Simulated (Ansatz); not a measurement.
Theory: DFT PBE, scalar-relativistic, plane waves, PAW in Ansatz. Settings: cutoff 420 eV, Γ-centred meshes spaced at most about 0.3 Å⁻¹, and about 0.25 Å⁻¹ or finer for metals (2π included), Gaussian smearing. No spin polarisation in the final relaxations.

All energies are static (0 K, no zero-point motion). All come from trial cells, and lower structures may exist.

**Question.** Order these relaxed structures of Ir₂O by energy, lowest first, with the energy over the lowest of them.
A. Space group P6/mmm (No. 191), hexagonal, a = 2.712 Å, c = 6.367 Å. Around Ir lie 1 O at 1.92 Å, 1 Ir at 2.53 Å and 6 Ir at 2.71 Å; O is surrounded by 2 Ir at 1.92 Å.
B. Space group P6/mmm (No. 191), hexagonal, a = 4.234 Å, c = 2.632 Å. Ir is surrounded by 3 Ir at 2.44 Å, 2 Ir at 2.63 Å and 6 O at 2.78 Å; around O lie 2 O at 2.63 Å and 12 Ir at 2.78 Å.
C. Space group P6/mmm (No. 191), hexagonal, a = 4.242 Å, c = 2.642 Å. Ir has 3 O at 2.45 Å, 3 Ir at 2.45 Å and 2 Ir at 2.64 Å; O is surrounded by 6 Ir at 2.45 Å and 2 O at 2.64 Å.

**Answer.** A (0 meV/atom), C (546 meV/atom), B (853 meV/atom). Forms: A P6/mmm; C P6/mmm; B P6/mmm. Counting O atoms around Ir (those within 1.25 times the shortest such distance or 1.15 times the sum of covalent radii, 1.27 where that leaves under three; the shortest distance is added where it exceeds 1.18 times the sum of covalent radii): A has Ir 1; C has Ir 3 from 2.4 Å; B has Ir 6 from 2.8 Å. Even the lowest lies +0.24 eV/atom against the elements.

Spin–orbit coupling, which can matter for Ir, is left out. Cells relaxed within their symmetry can be saddle points. Some candidate types were left out of the draw beforehand, so a known form may be missing.
